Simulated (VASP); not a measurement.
## GaAs in VASP 6.6.1, single-point calculation

INCAR

```
LWAVE = .FALSE.
LREAL = .FALSE.
ISIF = 2
AMIX = 0.2
ISMEAR = 1
LCHARG = .FALSE.
NBANDS = 16
IBRION = -1
NSW = 0
NELM = 96
GGA = PE
EDIFF = 1E-7
ENCUT = 520
SIGMA = 0.01
PREC = Accurate
LASPH = .TRUE.
```

KPOINTS

```
KPOINTS created by Atomic Simulation Environment
0
Gamma
8 8 8
0 0 0
```

POSCAR

```
Ga As
 1.0000000000000000
     0.0000000000000000    2.8330850946999999    2.9534912112999998
     2.8330850946999999    0.0000000000000000    2.9534912112999998
     2.8330850946999999    2.8330850946999999    0.0000000000000000
 Ga  As
   1   1
Cartesian
  0.0000000000000000  0.0000000000000000  0.0000000000000000
  1.4165425473500000  1.4165425473500000  1.4767456056499999
```

The recommended PBE PAW datasets give the neutral cell 18 valence electrons.

Command

```
mpirun -np 1 vasp_std
```

OSZICAR

```
N       E                     dE             d eps       ncg     rms          rms(c)
DAV:   1     0.826325811006E+02    0.82633E+02   -0.87946E+03  1936   0.153E+03
DAV:   2    -0.182548389308E+01   -0.84458E+02   -0.80492E+02  2200   0.304E+02
DAV:   3    -0.831163450019E+01   -0.64862E+01   -0.64677E+01  2256   0.661E+01
DAV:   4    -0.841103779730E+01   -0.99403E-01   -0.99393E-01  2400   0.913E+00
DAV:   5    -0.841247547730E+01   -0.14377E-02   -0.14377E-02  2336   0.986E-01    0.276E+00
DAV:   6    -0.832656853568E+01    0.85907E-01   -0.53292E-02  2904   0.378E+00    0.218E+00
DAV:   7    -0.826235836715E+01    0.64210E-01   -0.23284E-01  2888   0.658E+00    0.840E-01
DAV:   8    -0.826008022683E+01    0.22781E-02   -0.39567E-02  2480   0.313E+00    0.157E-01
DAV:   9    -0.826073886662E+01   -0.65864E-03   -0.31860E-03  2288   0.544E-01    0.138E-01
DAV:  10    -0.826065135175E+01    0.87515E-04   -0.59571E-04  2536   0.437E-01    0.836E-02
DAV:  11    -0.826078697970E+01   -0.13563E-03   -0.18263E-04  2216   0.994E-02    0.457E-02
DAV:  12    -0.826080887120E+01   -0.21891E-04   -0.62293E-05  2304   0.518E-02    0.515E-03
DAV:  13    -0.826081045138E+01   -0.15802E-05   -0.60196E-06  2400   0.254E-02    0.554E-03
DAV:  14    -0.826081081853E+01   -0.36715E-06   -0.75026E-07  2376   0.132E-02    0.241E-03
DAV:  15    -0.826081107997E+01   -0.26144E-06   -0.55845E-08  1800   0.170E-03    0.593E-04
DAV:  16    -0.826081109205E+01   -0.12077E-07   -0.86414E-09  1208   0.930E-04
   1 F= -.82608111E+01 E0= -.82608118E+01  d E =0.226481E-05
```

Standard output (part)

```
POSCAR found type information on POSCAR GaAs
 POSCAR found :  2 types and       2 ions
 LDA part: xc-table for (Slater+PW92), standard interpolation
 POSCAR, INCAR and KPOINTS ok, starting setup
 WAVECAR not read
 entering main loop
```

From OUTCAR

```
k-points           NKPTS =     59   k-points in BZ     NKDIM =     59   number of bands    NBANDS=     16

   NELECT =      18.0000    total number of electrons

   dimension x,y,z NGX =    30 NGY =   30 NGZ =   30
   dimension x,y,z NGXF=    60 NGYF=   60 NGZF=   60

  energy-cutoff  :      520.00
  volume of cell :       47.41
      direct lattice vectors                 reciprocal lattice vectors
     0.000000000  2.833085095  2.953491211    -0.176486051  0.176486051  0.169291176
     2.833085095  0.000000000  2.953491211     0.176486051 -0.176486051  0.169291176
     2.833085095  2.833085095  0.000000000     0.176486051  0.176486051 -0.169291176

 k-points in reciprocal lattice and weights: KPOINTS created by Atomic Simulation Env
   0.00000000  0.00000000  0.00000000       0.002
   0.12500000 -0.00000000  0.00000000       0.016
   0.25000000 -0.00000000  0.00000000       0.016
   0.37500000 -0.00000000  0.00000000       0.016
   0.50000000 -0.00000000  0.00000000       0.008
   0.12500000  0.12500000  0.00000000       0.004
   0.25000000  0.12500000  0.00000000       0.016
   0.37500000  0.12500000  0.00000000       0.016
   ...

 E-fermi :   3.5819

 k-point     1 :       0.0000    0.0000    0.0000
  band No.  band energies     occupation
      1     -11.2461      2.00000
      2     -11.2355      2.00000
      3     -11.2355      2.00000
      4     -11.1752      2.00000
      5     -11.1680      2.00000
      6      -8.8942      2.00000
      7       3.3286      2.00000
      8       3.5735      2.00000
      9       3.5735      2.00000
     10       3.6411     -0.00000
     11       7.1786      0.00000
     12       7.1786      0.00000
     13       7.2926      0.00000
     14      10.9335      0.00000
     15      13.0667      0.00000
     16      13.8898      0.00000

 k-point     2 :       0.1250   -0.0000    0.0000
  band No.  band energies     occupation
      1     -11.2512      2.00000
      2     -11.2379      2.00000
      3     -11.2326      2.00000
      4     -11.1756      2.00000
      5     -11.1678      2.00000
      6      -8.7245      2.00000
      7       1.4923      2.00000
      8       3.1789      2.00000
      9       3.3712      2.00000
     10       4.8506      0.00000
     11       7.4475      0.00000
     12       7.5125      0.00000
     13       7.7172      0.00000
     14      11.8254      0.00000
     15      12.3908      0.00000
     16      12.9692      0.00000

 k-point     3 :       0.2500   -0.0000    0.0000
  band No.  band energies     occupation
      1     -11.2734      2.00000
      2     -11.2327      2.00000
      3     -11.2263      2.00000
      4     -11.1757      2.00000
      5     -11.1666      2.00000
      6      -8.2512      2.00000
      7      -0.5574      2.00000
      8       2.7327      2.00000
      9       2.9895      2.00000
     10       4.7725      0.00000
     11       7.9865      0.00000
     12       8.0717      0.00000
     13       9.2339      0.00000
     14      12.1545      0.00000
     15      12.5598      0.00000
     16      12.5863      0.00000

 ...

  Total        0.2934893      0.2934893     -0.4766021      0.0000000     -0.0000000      0.0000000
  in kB        9.9178596      9.9178596    -16.1057757      0.0000000     -0.0000000      0.0000000
  external PRESSURE =       1.2433145 kB  Pullay stress =       0.0000000 kB

 POSITION                                       TOTAL-FORCE (eV/Angst)
 -----------------------------------------------------------------------------------
      0.00000      0.00000      0.00000        -0.000000     -0.000000      0.000000
      1.41654      1.41654      1.47675         0.000000      0.000000     -0.000000
 -----------------------------------------------------------------------------------
    total drift:                                0.000002      0.000002      0.000002

  FREE ENERGIE OF THE ION-ELECTRON SYSTEM (eV)
  ---------------------------------------------------
  free  energy   TOTEN  =        -8.2608110921 eV

  energy  without entropy=       -8.2608133569  energy(sigma->0) =       -8.26081185
```

It converged. Results: gap between bands v and c on the k mesh 0.07 eV; least direct gap on the k mesh 0.07 eV; pressure 0.1 GPa. Band v is the last that the valence electrons fill when counted band by band, and c is the next.

For comparison, a separate PBE run of the intended cell, on usual settings and not on those above, gives a gap of 0.07 eV on its mesh and a pressure of 0.1 GPa.

The run above took about 58 s on one core of a shared host (Intel Xeon Platinum 8488C) and held 0.2 GiB at most.
